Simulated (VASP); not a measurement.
# Re in VASP: work function with PBEsol

Aim: the work function of Re with PBEsol.

Everything below comes from runs of VASP 6.6.1. Logs are shortened: lines on timing, memory, paths and dates and some standing lists are left out, and cuts for length are marked.

## 1. The slab as given

The cell holds a slab with vacuum, 10 atoms: a = 2.760 Å, b = 4.457 Å, c = 26.358 Å, α = 90.00°, β = 90.00°, γ = 90.00°.

The cell was built by a generator and needn't be a form met in nature.

## 2. Work function, PBEsol

INCAR reads:

```
PREC = Accurate ; ENCUT = 520
EDIFF = 1E-6 ; ISMEAR = 1
SIGMA = 0.1 ; LREAL = False
LASPH = True ; NELM = 60
ALGO = Normal ; ISIF = 2
LWAVE = False ; LCHARG = False
LDIPOL = True ; IDIPOL = 3
DIPOL = 0.5 0.5 0.500 ; GGA = PS
LVHAR = True ; LVACPOTAV = True
```

KPOINTS reads:

```
Automatic mesh
0
Gamma
  12 8 1
```

POSCAR reads:

```
Re
1.0
    2.7600000000      0.0000000000      0.0000000000
    0.0000000000      4.4574000000      0.0000000000
    0.0000000000      0.0000000000     26.3576638317
Re
10
Direct
    0.0000000000      0.0000000000      0.3035170359
    0.5000000000      0.0000000000      0.3942014809
    0.5000000000      0.5000000000      0.3337451843
    0.0000000000      0.0000000000      0.4848859258
    0.0000000000      0.5000000000      0.4244296292
    0.5000000000      0.0000000000      0.5755703708
    0.5000000000      0.5000000000      0.5151140742
    0.0000000000      0.0000000000      0.6662548157
    0.0000000000      0.5000000000      0.6057985191
    0.5000000000      0.5000000000      0.6964829641
```

Potentials or basis: VASP PAW PBE potentials, release 64 (Re).

The run is started by

```console
$ cat potpaw_PBE.64/Re/POTCAR > POTCAR
$ mpirun -np 1 vasp_std > vasp.out
```

OUTCAR:

```text
PREC = Accurate
   ENCUT = 520
   EDIFF = 1E-6
   ISMEAR = 1
   LREAL = False
   LASPH = True
   NELM = 60
   ISIF = 2
   GGA = PS

 ion  position               nearest neighbor table
   1  0.000  0.000  0.304-   3 2.74   3 2.74   3 2.74   3 2.74   2 2.76   2 2.76
   2  0.500  0.000  0.394-   3 2.74   3 2.74   5 2.74   5 2.74   5 2.74   5 2.74   4 2.76   4 2.76
                             1 2.76   1 2.76
   3  0.500  0.500  0.334-   2 2.74   2 2.74   1 2.74   1 2.74   1 2.74   1 2.74   5 2.76   5 2.76

   4  0.000  0.000  0.485-   5 2.74   5 2.74   7 2.74   7 2.74   7 2.74   7 2.74   2 2.76   2 2.76
                             6 2.76   6 2.76
   5  0.000  0.500  0.424-   4 2.74   4 2.74   2 2.74   2 2.74   2 2.74   2 2.74   3 2.76   3 2.76
                             7 2.76   7 2.76
   6  0.500  0.000  0.576-   7 2.74   7 2.74   9 2.74   9 2.74   9 2.74   9 2.74   8 2.76   8 2.76
                             4 2.76   4 2.76
   7  0.500  0.500  0.515-   6 2.74   6 2.74   4 2.74   4 2.74   4 2.74   4 2.74   9 2.76   9 2.76
                             5 2.76   5 2.76
   8  0.000  0.000  0.666-   9 2.74   9 2.74  10 2.74  10 2.74  10 2.74  10 2.74   6 2.76   6 2.76

   9  0.000  0.500  0.606-   8 2.74   8 2.74   6 2.74   6 2.74   6 2.74   6 2.74   7 2.76   7 2.76
                            10 2.76  10 2.76
  10  0.500  0.500  0.696-   8 2.74   8 2.74   8 2.74   8 2.74   9 2.76   9 2.76

  LATTYP: Found a simple orthorhombic cell.
 ALAT       =     2.7600000000
 B/A-ratio  =     1.6150000000
 C/A-ratio  =     9.5498781999

  Lattice vectors:

 A1 = (   2.7600000000,   0.0000000000,   0.0000000000)
 A2 = (   0.0000000000,   4.4574000000,   0.0000000000)
 A3 = (   0.0000000000,   0.0000000000,  26.3576638317)

Analysis of symmetry for initial positions (statically):
=====================================================================
 Subroutine PRICEL returns:
 Original cell was already a primitive cell.

 Routine SETGRP: Setting up the symmetry group for a
 simple orthorhombic supercell.

 Subroutine GETGRP returns: Found  8 space group operations
 (whereof  4 operations were pure point group operations)
 out of a pool of  8 trial point group operations.

The static configuration has the point symmetry C_2v.
 The point group associated with its full space group is D_2h.

Analysis of symmetry for dynamics (positions and initial velocities):
=====================================================================
 Subroutine PRICEL returns:
 Original cell was already a primitive cell.

 Routine SETGRP: Setting up the symmetry group for a
 simple orthorhombic supercell.

 Subroutine GETGRP returns: Found  8 space group operations
 (whereof  4 operations were pure point group operations)
 out of a pool of  8 trial point group operations.

The dynamic configuration has the point symmetry C_2v.
 The point group associated with its full space group is D_2h.

 Subroutine INISYM returns: Found  8 space group operations
 (whereof  4 operations are pure point group operations),
 and found     1 'primitive' translations

----------------------------------------------------------------------------------------

                                     Primitive cell

  volume of cell :     324.2632

  direct lattice vectors                    reciprocal lattice vectors
     2.760000000  0.000000000  0.000000000     0.362318841  0.000000000  0.000000000
     0.000000000  4.457400000  0.000000000     0.000000000  0.224346031  0.000000000
     0.000000000  0.000000000 26.357663832     0.000000000  0.000000000  0.037939629

  length of vectors
     2.760000000  4.457400000 26.357663832     0.362318841  0.224346031  0.037939629

  position of ions in fractional coordinates (direct lattice)
     0.000000000  0.000000000  0.303517036
     0.500000000  0.000000000  0.394201481
     0.500000000  0.500000000  0.333745184
     0.000000000  0.000000000  0.484885926
     0.000000000  0.500000000  0.424429629
     0.500000000  0.000000000  0.575570371
     0.500000000  0.500000000  0.515114074
     0.000000000  0.000000000  0.666254816
     0.000000000  0.500000000  0.605798519
     0.500000000  0.500000000  0.696482964

  ion indices of the primitive-cell ions
   primitive index   ion index
                 1           1
                 2           2
                 3           3
                 4           4
                 5           5
                 6           6
                 7           7
                 8           8
                 9           9
                10          10

----------------------------------------------------------------------------------------

 KPOINTS: Automatic mesh

Automatic generation of k-mesh.
 Grid dimensions read from file:
 generate k-points for:   12    8    1

 Generating k-lattice:

  Cartesian coordinates                     Fractional coordinates (reciprocal lattice)
     0.030193237  0.000000000  0.000000000     0.083333333  0.000000000  0.000000000
     0.000000000  0.028043254  0.000000000     0.000000000  0.125000000  0.000000000
     0.000000000  0.000000000  0.037939629     0.000000000  0.000000000  1.000000000

  Length of vectors
     0.030193237  0.028043254  0.037939629

  Shift w.r.t. Gamma in fractional coordinates (k-lattice)
     0.000000000  0.000000000  0.000000000

 Subroutine IBZKPT returns following result:
 ===========================================

 Found     35 irreducible k-points:

 Following reciprocal coordinates:
            Coordinates               Weight
  0.000000  0.000000  0.000000      1.000000
  0.083333  0.000000  0.000000      2.000000
  0.166667  0.000000  0.000000      2.000000
  0.250000  0.000000  0.000000      2.000000
  0.333333  0.000000  0.000000      2.000000
  0.416667  0.000000  0.000000      2.000000
[... 16 lines left out ...]
  0.083333  0.375000  0.000000      4.000000
  0.166667  0.375000  0.000000      4.000000
 [... further k-points ...]
   k-points           NKPTS =     35   k-points in BZ     NKDIM =     35   number of bands    NBANDS=     42
   number of dos      NEDOS =    301   number of ions     NIONS =     10
   total plane-waves  NPLWV = 169344
   dimension x,y,z NGX =    24 NGY =   36 NGZ =  196
   dimension x,y,z NGXF=    48 NGYF=   72 NGZF=  392
   ions per type =              10
   NGX,Y,Z   is equivalent  to a cutoff of  14.46, 13.43, 12.36 a.u.
   NGXF,Y,Z  is equivalent  to a cutoff of  28.91, 26.85, 24.72 a.u.
 SYSTEM =  unknown system
   PREC   = accura    normal or accurate (medium, high low for compatibility)
   ISTART =      0    job   : 0-new  1-cont  2-samecut
   ICHARG =      2    charge: 1-file 2-atom 10-const
   ISPIN  =      1    spin polarized calculation?
   LNONCOLLINEAR =      F non collinear calculations
   LSORBIT =      F    spin-orbit coupling
   LASPH  =      T    aspherical Exc in radial PAW
   ENCUT  =  520.0 eV  38.22 Ry    6.18 a.u.   5.13  8.29 49.01*2*pi/ulx,y,z
   NELM   =     60;   NELMIN=  2; NELMDL= -5     # of ELM steps
   EDIFF  = 0.1E-05   stopping-criterion for ELM
   LREAL  =      F    real-space projection
   EDIFFG = 0.1E-04   stopping-criterion for IOM
   NSW    =      0    number of steps for IOM
   IBRION =     -1    ionic relax: 0-MD 1-quasi-New 2-CG
   NFREE  =      0    steps in history (QN), initial steepest desc. (CG)
   ISIF   =      2    stress and relaxation
   ISYM   =      2    0-nonsym 1-usesym 2-fastsym
   POTIM  = 0.5000    time-step for ionic-motion
   TEBEG  =    0.0;   TEEND  =   0.0 temperature during run
   PSTRESS=    0.0 pullay stress
   NELECT =      70.0000    total number of electrons
   NUPDOWN=      -1.0000    fix difference up-down
   EMIN   =  10.00;   EMAX   =-10.00  energy-range for DOS
   EFERMI =   0.00;   METHOD = LEGACY
   ISMEAR =     1;   SIGMA  =   0.10  broadening in eV -4-tet -1-fermi 0-gaus
   EFERMI_NEDOS =   21; number of points for ismear=-14 and -15
   IALGO  =     38    algorithm
   IMIX   =      4    mixing-type and parameters
     AMIX     =   0.40;   BMIX     =  1.00
     AMIX_MAG =   1.60;   BMIX_MAG =  1.00
  volume/ion in A,a.u.               =      32.43       218.82
  Fermi-wavevector in a.u.,A,eV,Ry     =   0.982068  1.855840 13.122247  0.964458
  Thomas-Fermi vector in A             =   2.113123
   LORBIT       =      0    0 simple, 1 ext, 2 COOP (PROOUT), +10 PAW based schemes
   GGA     = PS    functional components
   LHFCALC =     F    Hartree Fock is set to
   AEXX    =    0.0000 exact exchange contribution
   IVDW    =     0    specifies the selected vdW correction
   LEPSILON=     F    determine dielectric tensor
   LRPA    =     F    only Hartree local field effects (RPA)
 non-spin polarized calculation
 Methfessel and Paxton  Order N= 1 SIGMA  =   0.10
  energy-cutoff  :      520.00
  volume of cell :      324.26
 maximum number of plane-waves:      8780
 NGX is ok and might be reduce to    24
   NGX = 11   NGY = 17   NGZ = 99

 number of electron      70.0000002 magnetization

 dipolmoment           0.000000      0.000000     -0.000000 electrons x Angstroem

 Free energy of the ion-electron system (eV)
  ---------------------------------------------------
  ext. energy  EPLUGINS =         0.00000000
  ---------------------------------------------------
  free energy    TOTEN  =      -128.36859178 eV

  energy without entropy =     -128.36535751  energy(sigma->0) =     -128.36751369

 E-fermi :   0.9642     XC(G=0):  -7.1297

 val. band max:        0.9589700250   @ k =   0.0833   0.2500   0.0000
 cond. band min:       0.9766508665   @ k =   0.5000   0.3750   0.0000
 fundamental gap:      0.0176808415
 Fermi energy:         0.9642392866

 k-point     1 :       0.0000    0.0000    0.0000
  band No.  band energies     occupation
      1      -8.6481      2.00000
      2      -7.7582      2.00000
      3      -6.4653      2.00000
      4      -5.5393      2.00000
      5      -5.3514      2.00000
      6      -5.0442      2.00000
[... 34 lines left out ...]
     41       1.1331     -0.03806
     42       1.4397     -0.00000
[... 994 lines left out ...]
      2      -5.8272      2.00000
      3      -5.0214      2.00000
      4      -4.9338      2.00000
      5      -4.7721      2.00000
      6      -4.5955      2.00000
[... 34 lines left out ...]
     41       1.9920     -0.00000
     42       2.0406     -0.00000

 [... further k-points ...]
[... 5 lines left out ...]
  --------------------------------------------------------------------------------------
  -------------------------------------------------------------------------------------
  Total      -13.5655704    -16.2934007     -9.7014009      0.0000000      0.0000000      0.0000000
  in kB      -67.0271939    -80.5053448    -47.9344149      0.0000000      0.0000000      0.0000000
  external PRESSURE =     -65.1556512 kB  Pullay stress =       0.0000000 kB

 VOLUME and BASIS-vectors are now :
 -----------------------------------------------------------------------------
  energy-cutoff  :      520.00
  volume of cell :      324.26
      direct lattice vectors                 reciprocal lattice vectors
     2.760000000  0.000000000  0.000000000     0.362318841  0.000000000  0.000000000
     0.000000000  4.457400000  0.000000000     0.000000000  0.224346031  0.000000000
     0.000000000  0.000000000 26.357663832     0.000000000  0.000000000  0.037939629

 POSITION                                       TOTAL-FORCE (eV/Angst)
 -----------------------------------------------------------------------------------
      0.00000      0.00000      8.00000         0.000000      0.000000      1.680960
      1.38000      0.00000     10.39023         0.000000      0.000000     -0.967774
      1.38000      2.22870      8.79674         0.000000      0.000000     -0.137971
      0.00000      0.00000     12.78046         0.000000      0.000000      0.044586
      0.00000      2.22870     11.18697         0.000000      0.000000     -0.332621
      1.38000      0.00000     15.17069         0.000000      0.000000      0.332621
      1.38000      2.22870     13.57720         0.000000      0.000000     -0.044586
      0.00000      0.00000     17.56092         0.000000      0.000000      0.137971
      0.00000      2.22870     15.96743         0.000000      0.000000      0.967774
      1.38000      2.22870     18.35766         0.000000      0.000000     -1.680960
 -----------------------------------------------------------------------------------
    total drift:                               -0.000000      0.000000     -0.000000

  FREE ENERGIE OF THE ION-ELECTRON SYSTEM (eV)
  ---------------------------------------------------
  free  energy   TOTEN  =      -128.3685917797 eV

  energy  without entropy=     -128.3653575131  energy(sigma->0) =     -128.36751369

 vacuum level on the upper side and lower side of the slab         5.776         5.776
```

Run time: 38 min. Hardware: 1 thread of Intel Xeon Platinum 8259CL at 2.50GHz (Skylake/Cascade Lake), shared host; peak memory 0.65 GiB.

Results:

| Item | Value |
| --- | --- |
| Free energy | -128.3686 eV |
| Largest force | 1.681 eV/Å |
| Band gap on the k mesh | none (metal or under the smearing width) |
| Work function of the upper face | 4.81 eV |
| Work function of the lower face | 4.81 eV |

Forces on the atoms (eV/Å):
```
Re   0.000  0.000  1.681
Re   0.000  0.000 -0.968
Re   0.000  0.000 -0.138
Re   0.000  0.000  0.045
Re   0.000  0.000 -0.333
Re   0.000  0.000  0.333
Re   0.000  0.000 -0.045
Re   0.000  0.000  0.138
Re   0.000  0.000  0.968
Re   0.000  0.000 -1.681
```

Levels at points of the mesh, in eV from the Fermi level:
```tsv
k point	band 31	band 32	band 33	band 34	band 35	band 36	band 37	band 38	band 39	band 40
(0.00, 0.00, 0.00)	-0.93	-0.74	-0.62	-0.53	-0.43	-0.42	-0.19	-0.18	-0.02	0.11
(0.50, 0.00, 0.00)	-0.68	-0.68	-0.41	-0.41	1.25	1.25	1.32	1.32	1.96	1.96
(0.00, 0.50, 0.00)	-0.92	-0.92	-0.09	-0.09	0.12	0.12	0.30	0.30	0.64	0.64
(0.50, 0.50, 0.00)	0.10	0.10	0.34	0.34	0.40	0.40	1.46	1.46	1.64	1.64
```

Caveat: the PAW data sets were made with another functional, which shifts forces and pressure a little.
